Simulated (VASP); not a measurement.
A run of VASP 6.6.1 is set up as follows.

File INCAR:

```
SYSTEM = SnSe2
PREC = Accurate ; ENCUT = 520
EDIFF = 1E-7 ; ISMEAR = 0
SIGMA = 0.02 ; LREAL = .False.
LASPH = .True. ; NELM = 80
ALGO = Fast ; ISIF = 2
LWAVE = .False. ; LCHARG = .False.
GGA = PE ; LORBIT = 10
```

File KPOINTS:

```
Automatic mesh
0
Gamma
  8 8 5
  0 0 0
```

The input POSCAR:

```
SnSe2
1.0
    3.8110000000      0.0000000000      0.0000000000
   -1.9055000000      3.3004228138      0.0000000000
    0.0000000000      0.0000000000      6.1360000000
Sn Se
1 2
Direct
    0.0000000000      0.0000000000      0.0000000000
    0.6666666667      0.3333333333      0.7510000000
    0.3333333333      0.6666666667      0.2490000000
```

Potentials or basis: VASP PAW PBE potentials, release 64 (Sn_d, Se).

Launch:

```sh
$ cat potpaw_PBE.64/Sn_d/POTCAR potpaw_PBE.64/Se/POTCAR > POTCAR
$ mpirun -np 1 vasp_std > vasp.out
```

Q: What does it give for the pressure?

A: 5.6 GPa.

Q: Predict the largest force.

A: 0.804 eV/Å.

Q: What does it give for the band gap on the k mesh?

A: 0.81 eV, indirect (least direct gap 1.09 eV).

Stress tensor (GPa, compression positive):
```
5.12 0.00 0.00
0.00 5.12 0.00
0.00 0.00 6.62
```

Caveat: spin-orbit coupling is left out, which moves the levels of the heavy elements; an odd mesh through Γ misses points on the zone boundary, where band edges often lie; this functional lacks dispersion, which binds the layers, so the pressure and a relaxed spacing across them are unreliable.
